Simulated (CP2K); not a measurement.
Runs of CP2K 2026.2 on TePb. The structure is cubic, space group Pm-3m (No. 221). Conventional cell: a = 4.002 Å, b = 4.002 Å, c = 4.002 Å, α = 90.00°, β = 90.00°, γ = 90.00°. Pb (site symmetry m-3m) has 8 Te at 3.47 Å as nearest neighbours. Te (site symmetry m-3m) is surrounded by 8 Pb at 3.47 Å. Measurements of this composition are mostly on another form, of space group No. 225.

```csv
level,potentials or basis,smearing,EPS_DEFAULT,NGRIDS,points a segment of the path (NPOINTS),bands added on the path,CUTOFF of the grids,gap on the mesh (eV),pressure (GPa)
LDA,"GTH_POTENTIALS Pb GTH-PADE-q4, Te GTH-PADE-q6; TZVP-MOLOPT-PBE-GTH basis",fermi-dirac 0.05 eV,1.0E-9,4,8,6,450 Ry,none,-3.9
TB-mBJ,"POTENTIAL_UZH Pb GTH-PBE-q4, Te GTH-PBE-q6; TZVP-MOLOPT-PBE-GTH basis",fermi-dirac 0.01 eV,1.0E-10,4,10,6,675 Ry,none,-
r2SCAN,"POTENTIAL_UZH Pb GTH-SCAN-q4, Te GTH-SCAN-q6; TZVP-MOLOPT-SCAN-GTH basis",fermi-dirac 0.1 eV,1.0E-9,5,8,4,675 Ry,none,(a)
PBEsol,"POTENTIAL_UZH Pb GTH-PBE-q4, Te GTH-PBE-q6; TZVP-MOLOPT-PBE-GTH basis",fermi-dirac 0.1 eV,1.0E-10,4,8,4,450 Ry,none,-0.8
```

Alike in all rows: task band structure; no spin polarisation; cell as given; k mesh 7 × 7 × 7.

Task: Estimate the missing entries.

Result: (a) -1.0.

Caveats: spin-orbit coupling is left out, which moves the levels of the heavy elements; the basis of atomic orbitals isn't converged, which shifts pressures, moduli and gaps; the potentials were made for another functional, which shifts forces and pressure (some runs); this is a model potential without an energy functional, so only levels have meaning (some runs).

A k mesh can miss the band edges, and the runs leave out spin-orbit coupling on Pb, Te.

A gap of «none» marks a metal or a gap under the smearing width.

Runs at the PBE level aren't shown here.
